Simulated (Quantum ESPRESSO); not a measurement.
Here is a Quantum ESPRESSO 7.5 calculation.

The input pw.in:

```
&CONTROL
  calculation = 'scf'
  prefix = 'pwscf'
  outdir = './tmp'
  pseudo_dir = './pseudo'
  tprnfor = .true.
  tstress = .true.
  disk_io = 'low'
/
&SYSTEM
  ibrav = 0
  celldm(1) = 8
  nat = 3
  ntyp = 2
  ecutwfc = 66
  nbnd = 19
  occupations = 'smearing'
  smearing = 'fd'
  degauss = 0.00367493
/
&ELECTRONS
  conv_thr = 6d-10
  electron_maxstep = 120
  mixing_beta = 0.5
/
ATOMIC_SPECIES
Zr    91.2240 Zr.upf
S     32.0600 S.upf
CELL_PARAMETERS alat
  0.8719627550431   0.0000000000000   0.0000000000000
 -0.4359813775215   0.7551418970180   0.0000000000000
  0.0000000000000   0.0000000000000   1.4269976308341
ATOMIC_POSITIONS crystal
Zr     0.0000000000    0.0000000000    0.0000000000
S      0.3333333333    0.6666666667    0.2379099700
S      0.6666666667    0.3333333333    0.7620900300
K_POINTS automatic
8 8 5 0 0 0
```

The input bands.in:

```
&CONTROL
  calculation = 'bands'
  prefix = 'pwscf'
  outdir = './tmp'
  pseudo_dir = './pseudo'
  disk_io = 'low'
  verbosity = 'high'
/
&SYSTEM
  ibrav = 0
  celldm(1) = 8
  nat = 3
  ntyp = 2
  ecutwfc = 66
  nbnd = 19
  occupations = 'smearing'
  smearing = 'fd'
  degauss = 0.00367493
/
&ELECTRONS
  conv_thr = 1d-08
  electron_maxstep = 120
  mixing_beta = 0.5
  diago_full_acc = .true.
  startingwfc = 'random'
/
ATOMIC_SPECIES
Zr    91.2240 Zr.upf
S     32.0600 S.upf
CELL_PARAMETERS alat
  0.8719627550431   0.0000000000000   0.0000000000000
 -0.4359813775215   0.7551418970180   0.0000000000000
  0.0000000000000   0.0000000000000   1.4269976308341
ATOMIC_POSITIONS crystal
Zr     0.0000000000    0.0000000000    0.0000000000
S      0.3333333333    0.6666666667    0.2379099700
S      0.6666666667    0.3333333333    0.7620900300
K_POINTS crystal
60
 0.0000000000  0.0000000000  0.0000000000 1
 0.0625000000  0.0000000000  0.0000000000 1
 0.1250000000  0.0000000000  0.0000000000 1
 0.1875000000  0.0000000000  0.0000000000 1
 0.2500000000  0.0000000000  0.0000000000 1
 0.3125000000  0.0000000000  0.0000000000 1
 0.3750000000  0.0000000000  0.0000000000 1
 0.4375000000  0.0000000000  0.0000000000 1
 0.5000000000  0.0000000000  0.0000000000 1
 0.4583333333  0.0833333333  0.0000000000 1
 0.4166666667  0.1666666667  0.0000000000 1
 0.3750000000  0.2500000000  0.0000000000 1
 0.3333333333  0.3333333333  0.0000000000 1
 0.2962962963  0.2962962963  0.0000000000 1
 0.2592592593  0.2592592593  0.0000000000 1
 0.2222222222  0.2222222222  0.0000000000 1
 0.1851851852  0.1851851852  0.0000000000 1
 0.1481481481  0.1481481481  0.0000000000 1
 0.1111111111  0.1111111111  0.0000000000 1
 0.0740740741  0.0740740741  0.0000000000 1
 0.0370370370  0.0370370370  0.0000000000 1
 0.0000000000  0.0000000000  0.0000000000 1
 0.0000000000  0.0000000000  0.1250000000 1
 0.0000000000  0.0000000000  0.2500000000 1
 0.0000000000  0.0000000000  0.3750000000 1
 0.0000000000  0.0000000000  0.5000000000 1
 0.0625000000  0.0000000000  0.5000000000 1
 0.1250000000  0.0000000000  0.5000000000 1
 0.1875000000  0.0000000000  0.5000000000 1
 0.2500000000  0.0000000000  0.5000000000 1
 0.3125000000  0.0000000000  0.5000000000 1
 0.3750000000  0.0000000000  0.5000000000 1
 0.4375000000  0.0000000000  0.5000000000 1
 0.5000000000  0.0000000000  0.5000000000 1
 0.4666666667  0.0666666667  0.5000000000 1
 0.4333333333  0.1333333333  0.5000000000 1
 0.4000000000  0.2000000000  0.5000000000 1
 0.3666666667  0.2666666667  0.5000000000 1
 0.3333333333  0.3333333333  0.5000000000 1
 0.3000000000  0.3000000000  0.5000000000 1
 0.2666666667  0.2666666667  0.5000000000 1
 0.2333333333  0.2333333333  0.5000000000 1
 0.2000000000  0.2000000000  0.5000000000 1
 0.1666666667  0.1666666667  0.5000000000 1
 0.1333333333  0.1333333333  0.5000000000 1
 0.1000000000  0.1000000000  0.5000000000 1
 0.0666666667  0.0666666667  0.5000000000 1
 0.0333333333  0.0333333333  0.5000000000 1
 0.0000000000  0.0000000000  0.5000000000 1
 0.5000000000  0.0000000000  0.5000000000 1
 0.5000000000  0.0000000000  0.3750000000 1
 0.5000000000  0.0000000000  0.2500000000 1
 0.5000000000  0.0000000000  0.1250000000 1
 0.5000000000  0.0000000000  0.0000000000 1
 0.3333333333  0.3333333333  0.0000000000 1
 0.3333333333  0.3333333333  0.1000000000 1
 0.3333333333  0.3333333333  0.2000000000 1
 0.3333333333  0.3333333333  0.3000000000 1
 0.3333333333  0.3333333333  0.4000000000 1
 0.3333333333  0.3333333333  0.5000000000 1
```

Potentials or basis: PseudoDojo 0.4.1 SR PBE standard.

The run is started by

```bash
$ OMP_NUM_THREADS=1 pw.x -in pw.in > pw.out
$ OMP_NUM_THREADS=1 pw.x -in bands.in > bands.out
```

(1) Predict the band gap on the k mesh.

(2) Predict the largest force.

(3) Estimate the pressure.

(4) What does it give for the band gap along the path?

## Answers

(1) 1.05 eV, indirect (least direct gap 1.63 eV).

(2) 0.053 eV/Å.

(3) 0.5 GPa.

(4) 1.03 eV, indirect (least direct gap 1.63 eV).

Caveat: some levels on the path didn't converge; this functional lacks dispersion, which binds the layers, so the pressure and a relaxed spacing across them are unreliable.

**What was measured.**

From “Stress-Tuned Optical Transitions in Layered 1T-MX2 (M= Hf, Zr, Sn; X= S, Se) Crystals”, 2022, arxiv:2210.12074, for a bulk crystal of ZrS2: band gap 1.68 eV (indirect).

Measured gap of ZrS2: 1.68 eV (indirect; quoted in “Stress-Tuned Optical Transitions in Layered 1T-MX2 (M= Hf, Zr, Sn; X= S, Se) Crystals”, 2022, arxiv:2210.12074). This calculation gives 1.03 eV (-0.65 eV). Spin-orbit coupling on Zr is left out. The value is that of PBE, without temperature or zero-point motion. Semilocal functionals fall short of measured gaps as a rule. The cell is a database's relaxed one, not the measured one, which moves gaps too.
